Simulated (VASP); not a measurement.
SnO2 (Cassiterite):

```
Sn O
1.0
     4.73800    0.00000    0.00000
     0.00000    4.73800    0.00000
     0.00000    0.00000    3.18650
Sn O
2 4
Direct
  0.50000 0.50000 0.50000
  0.00000 0.00000 0.00000
  0.80710 0.19290 0.50000
  0.69290 0.69290 0.00000
  0.19290 0.80710 0.50000
  0.30710 0.30710 0.00000
```

| Item | Value |
| --- | --- |
| Program | VASP 6.6.1 |
| Task | relaxation of cell and atoms |
| Functional | PBE |
| Potentials or basis | VASP PAW PBE potentials, release 64 (Sn, O) |
| Cutoff | 580 eV |
| k mesh | 6 × 6 × 8 |
| Occupations | fermi-dirac, width 0.05 eV |
| Spin | no spin polarisation |

At the start: pressure 11.6 GPa; volume 11.92 Å³/atom.

Task: How do energy, volume and symmetry change on relaxing?

Result: Over 9 steps the energy falls by 22.8 meV/atom and the volume is 12.59 Å³/atom (+5.6 %); space group P4_2/mnm (No. 136, to 0.05 Å).

Step by step:
```tsv
step	energy change (eV)	largest force (eV/Å)	pressure (GPa)	volume (Å³)
1	0.0000	0.2918	11.58	71.53
2	0.0867	0.3819	-11.21	80.83
3	-0.1346	0.0636	0.02	75.37
4	-0.1346	0.0576	0.19	75.29
5	-0.1365	0.0006	0.05	75.44
6	-0.1367	0.0206	0.03	75.50
7	-0.1367	0.0223	0.03	75.50
8	-0.1367	0.0233	0.03	75.51
9	-0.1368	0.0037	-0.05	75.54
```

Final structure:
```
CELL_PARAMETERS angstrom
4.82991 0.00000 0.00000
0.00000 4.82991 0.00000
0.00000 0.00000 3.23797
ATOMIC_POSITIONS crystal
Sn 0.50000 0.50000 0.50000
Sn 0.00000 0.00000 0.00000
O 0.80656 0.19344 0.50000
O 0.69344 0.69344 0.00000
O 0.19344 0.80656 0.50000
O 0.30656 0.30656 0.00000
```
